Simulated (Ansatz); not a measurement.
Space group P6_3/mmc (No. 194). a = 5.755 Å, b = 5.755 Å, c = 4.654 Å, α = 90.00°, β = 90.00°, γ = 120.00°
```
atom site symmetry x y z
  Ti    6h mm2  0.8302  0.1698  0.2500
  Al    2c      -6m2  0.3333  0.6667  0.2500
```

Equation of state of this Ti$_{3}$Al structure (not necessarily the ground state), with shape and atoms relaxed at each volume where symmetry leaves them free. It has no gap at any of these volumes. Theory: Ansatz 0.2.0, DFT PBE, scalar-relativistic, plane waves, PAW.

Plane waves to 420 eV, a k mesh through Γ of 6×6×8 on the computed 8-atom cell and Gaussian smearing (0.10 eV); no spin polarisation.

```csv
V (Å³/atom),E − E(largest V) (meV/atom),P (GPa)
14.686,53.76,18.56
15.187,4.89,12.88
15.687,-27.47,7.97
16.188,-45.53,3.72
16.689,-51.21,0.02
17.189,-46.12,-3.18
17.690,-31.67,-5.96
18.358,0.00,-9.09
```

Task: Fit a third-order Birch–Murnaghan equation to E(V).

Result: V0 = 16.69 Å³/atom, B0 = 114 GPa, B0' = 3.7.